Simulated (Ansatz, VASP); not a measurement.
**AlN in VASP and in Ansatz**

Contents of INCAR:

```
SYSTEM = AlN
  ALGO = Normal
  EDIFF = 1E-7
  ENCUT = 520
  GGA = PE
  ISIF = 2
  ISMEAR = 0
  LASPH = .TRUE.
  LCHARG = .FALSE.
  LREAL = .FALSE.
  LWAVE = .FALSE.
  NBANDS = 11
  NELM = 80
  PREC = Accurate
  SIGMA = 0.05
```

Contents of KPOINTS:

```
k-points
0
G
  10 10 10
  0 0 0
```

File POSCAR:

```
AlN
1.0
   -0.0220158710      2.2015871044      2.2015871044
    2.2015871044     -0.0220158710      2.2015871044
    2.1795712334      2.1795712334      0.0000000000
Al N
1 1
Direct
    0.0000000000      0.0000000000      0.0000000000
    0.7500000000      0.7500000000      0.7500000000
```

Input for Ansatz:

```yaml
crystal:
  lattice:
    - [-0.022015871, 2.2015871006, 2.2015871006]
    - [2.2015871006, -0.022015871, 2.2015871006]
    - [2.1795712296, 2.1795712296, 0.0]
  atoms:
    - { symbol: Al, position: [0.0, 0.0, 0.0] }
    - { symbol: "N", position: [0.75, 0.75, 0.75] }
basis:
  ecutwfc: 420
kpoints:
  mp_grid: { grid: [10, 10, 10] }
hamiltonian:
  xc: pbe
scf:
  occupations: { method: gaussian, width: 0.05 }
output:
  forces: true
  stress: true
  eigenvalues: true
```

Change from the starting cell: strain -0.0200 x Voigt [0, 0, 0, 0, 0, 1], atoms carried along.

Alike in both runs: task single point; functional PBE; k mesh 10 × 10 × 10; occupations gaussian, width 0.05 eV; no spin polarisation.

|  | VASP | Ansatz |
| --- | --- | --- |
| version | VASP 6.6.1 | Ansatz 0.2.0 |
| potentials or method | VASP PAW PBE potentials, release 64 (Al, N) | scalar-relativistic, plane waves, PAW |
| plane-wave cutoff (eV) | 520 | 420 |
| valence electrons in the cell | 8 | 8 |

Ansatz gave:

```
gap on the k mesh at the Fermi level (eV)       : 3.25
least direct gap on the mesh (eV)               : 3.92
pressure (GPa)                                  : 0.1
largest component of the traceless stress (GPa) : 4.26
rms of the force components (eV/Å)              : 0.092
```

**Question.** Which values does VASP return?

**Answer.** gap on the k mesh at the Fermi level (eV): 3.24; least direct gap on the mesh (eV): 3.92; pressure (GPa): -0.2; largest component of the traceless stress (GPa): 4.29; rms of the force components (eV/Å): 0.093.

Atom by atom the forces differ by 0.000 eV/Å (rms over components).

A k mesh can miss the band edges.
